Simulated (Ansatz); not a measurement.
## Energy landscape near a Ba structure

These are results of Ansatz, DFT PBE, scalar-relativistic, plane waves, PAW, not measurements.

Cutoff 420 eV; k points 10×10×10 on the computed 1-atom cell (Γ-centred); Gaussian smearing, width 0.10 eV; no spin polarisation.

Reference cell:

```xyz
1
Lattice="-2.5000 2.5000 2.5000 2.5000 -2.5000 2.5000 2.5000 2.5000 -2.5000" Properties=species:S:1:pos:R:3 pbc="T T T"
Ba    0.0000    0.0000    0.0000
```

Each variant moves atoms of this cell by the vectors given, if any (Å), and then applies a symmetric strain (tensor components, Cartesian axes). The reference cell isn't relaxed at this level. Energies are per atom at zero smearing, counted from the lowest variant. Pressure is positive in compression.

1. strain (xx yy zz yz xz xy, %) 0.16 1.32 0.16 -1.00 0.71 1.00
2. strain (xx yy zz yz xz xy, %) 3.59 7.01 1.43 -2.03 2.63 1.60
3. strain (xx yy zz yz xz xy, %) -2.59 -2.86 -2.46 0.20 -0.09 -0.50

```
variant  ΔE (meV/atom) P (GPa) largest force (eV/Å) gap on mesh (eV) space group
      1              ?        ?                     ?                 ?            ?
      2           26.6    -0.75                  0.00                 0          P-1
      3           13.3     0.93                  0.00                 0          P-1
```

Question: Give the withheld rows.

Answer:
| variant | ΔE (meV/atom) | P (GPa) | largest force (eV/Å) | gap on mesh (eV) | space group |
| --- | --- | --- | --- | --- | --- |
| 1 | 0.0 | -0.03 | 0.00 | 0 | C2/m |

Spin-orbit coupling is left out, which matters for the bands of heavy elements.